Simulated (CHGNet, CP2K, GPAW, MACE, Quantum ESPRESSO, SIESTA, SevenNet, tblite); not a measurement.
## Finding the fault: SIESTA, MgAl2C2 (P-3m1) (90 atoms)

Program: SIESTA 5.4.2, a calculation on a cell of 18 Mg, 36 Al and 36 C, 11.5 Å³ an atom.

input.fdf

```
SystemLabel cell
NumberOfAtoms 90
NumberOfSpecies 3
%block ChemicalSpeciesLabel
  1 12 Mg
  2 13 Al
  3 6 C
%endblock ChemicalSpeciesLabel
LatticeConstant 1.0 Ang
%block LatticeVectors
  10.13100 0.00000 0.00000
  -5.06550 8.77370 0.00000
  0.00000 0.00000 11.63400
%endblock LatticeVectors
PAO.BasisSize QZ3P
PAO.EnergyShift 0.01 Ry
XC.Functional GGA
XC.Authors PBE
MeshCutoff 500 Ry
%block kgrid_Monkhorst_Pack
  1 0 0 0.0
  0 1 0 0.0
  0 0 1 0.0
%endblock kgrid_Monkhorst_Pack
SolutionMethod diagon
OccupationFunction FD
ElectronicTemperature 580 K
SCF.Mixer.Method Pulay
SCF.Mixer.Weight 0.05
SCF.Mixer.History 8
SCF.Mix Hamiltonian
MaxSCFIterations 60
SCF.DM.Tolerance 1e-04
SCF.H.Tolerance 1.0e-3 eV
WriteForces T
Write.HirshfeldPop T
Write.VoronoiPop T
Write.DM F
Write.H F
XML.Write F
AtomicCoordinatesFormat Fractional
%block AtomicCoordinatesAndAtomicSpecies
  0.00131 0.99515 0.00119 1
  0.11553 0.21942 0.18463 2
  0.23121 0.11625 0.31749 2
  0.10720 0.21629 0.37481 3
  0.21734 0.11656 0.12707 3
  0.99653 0.00601 0.49577 1
  0.10679 0.22520 0.68624 2
  0.22095 0.11450 0.80952 2
  0.11056 0.22028 0.87648 3
  0.21998 0.09898 0.63394 3
[... 76 atom lines left out ...]
  0.77931 0.89211 0.69074 2
  0.88932 0.78124 0.81421 2
  0.78783 0.89524 0.85995 3
  0.89427 0.78135 0.63155 3
%endblock AtomicCoordinatesAndAtomicSpecies
```

On the command line:

```console
OMP_NUM_THREADS=1 mpirun -np 2 siesta < input.fdf > output.txt
```

What it wrote:

```text
Version         : 5.4.2
reinit: System Name:
reinit: System Label: cell
initatom: Reading input for the pseudopotentials and atomic orbitals ----------
Species number:   1 Atomic number:   12 Label: Mg
Species number:   2 Atomic number:   13 Label: Al
Species number:   3 Atomic number:    6 Label: C
size_name: Incorrect basis-size option specified, active options are:
  SZ or MINIMAL
  SZP, SZSP, SZ1P, SZP1
  DZ
  DZP, DZSP, DZP1, DZ1P or STANDARD
  DZDP, DZP2, DZ2P
  TZ
  TZP, TZSP, TZP1, TZ1P
  TZDP, TZP2, TZ2P
  TZTP, TZP3, TZ3P
stopping program
stopping program
Stopping Program from Node:    0
Stopping Program from Node:    0
```

The job ended after 0.58 s (2 MPI ranks of Arm Neoverse V2, shared host; peak memory 0.15 GiB).

Banners, paths, timers and routine set-up lines are dropped from the logs unmarked, and long logs keep their key lines alone; longer cuts are marked.

**Question.** Which part of the input is at fault, and how is it mended?

An unknown basis size: basis QZ3P. The sound run has basis DZP.

The program stopped at the start.

[Also dropped from logs without a mark: logging warnings of Python, and SIESTA's first energy breakdown and zero terms.]

[Logs are printed without paths, hosts, clocks, repeated set-up lines and the standing remarks that a program may print on its own settings, such as how far it seeks lower states.]

[Hosts, paths, dates, database ids (printed as entryN), source tags and the programs' standing remarks are cut or masked in the printed files.]
